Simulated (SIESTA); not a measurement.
The system is Hf.

```
Hf
1.0
     3.19670    0.00000    0.00000
    -1.59835    2.76842    0.00000
     0.00000    0.00000    5.05780
Hf
2
Cartesian
  1.5984 0.9228 3.7934
  0.0000 1.8456 1.2645
```

Base run:

| Quantity | Value |
| --- | --- |
| Program | SIESTA 5.4.2 |
| Functional | PBE |
| Potentials or basis | PseudoDojo 0.4 standard (PBE files) |
| Basis | DZP (energy shift 0.002 Ry) |
| Grid cutoff | 800 Ry |
| Energy shift | 0.002 Ry |
| k mesh | 10 × 10 × 5 |
| Occupations | fermi-dirac, width 0.05 eV |
| Spin | no spin polarisation |

Its results: band gap on the k mesh none (metal or under the smearing width); pressure 1.2 GPa.

Task: After a change of settings the same cell gave: band gap on the k mesh none (metal or under the smearing width); pressure 0.3 GPa. Which change was it?
A. functional from PBE to AM05; potentials or basis from PseudoDojo 0.4 standard (PBE files) to PseudoDojo 0.4 standard (PBEsol files)
B. functional from PBE to PBEsol; potentials or basis from PseudoDojo 0.4 standard (PBE files) to PseudoDojo 0.4 standard (PBEsol files)
C. basis from DZP (energy shift 0.002 Ry) to DZ (energy shift 0.002 Ry)
D. functional from PBE to LDA; potentials or basis from PseudoDojo 0.4 standard (PBE files) to PseudoDojo 0.4 standard (LDA files)

Result: C.

Caveats: semicore shells carry a single zeta, which can move pressures by several GPa and volumes by a few percent; the basis of atomic orbitals isn't converged, which shifts pressures, moduli and gaps; the basis has no polarisation orbitals (some runs).

Not every run made on this cell is shown here.
